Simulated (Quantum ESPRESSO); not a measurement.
# Ag in Quantum ESPRESSO: the effect of functional

Crystal: Ag.

```
Ag
1.0
     0.00000    2.04275    2.04275
     2.04275    0.00000    2.04275
     2.04275    2.04275    0.00000
Ag
1
Direct
  0.00000 0.00000 0.00000
```

Alike in all runs:

- Program: Quantum ESPRESSO 7.5
- Task: phonon dispersion
- Cutoff: 762 eV
- Density cutoff: 6095 eV
- k mesh: 8 × 8 × 8
- Occupations: cold, width 0.2 eV
- Spin: no spin polarisation

Each run relaxes the cell or the atoms first.

Problem. One run gave: relaxed volume 16.01 Å³/atom; highest phonon frequency 194 cm⁻¹. Which functional did it use?
A. PBEsol
B. PBE
C. LDA

Solution. C.

```csv
functional,potentials or basis,relaxed volume (Å³/atom),highest phonon frequency (cm⁻¹)
LDA,GBRV 1.5 LDA,16.01,194
PBE,GBRV 1.5 PBE,17.92,161
PBEsol,GBRV 1.5 PBEsol,16.67,182
```

Caveats: the mesh is thin for the phonons of a metal.

Not every run made on this cell is shown here.
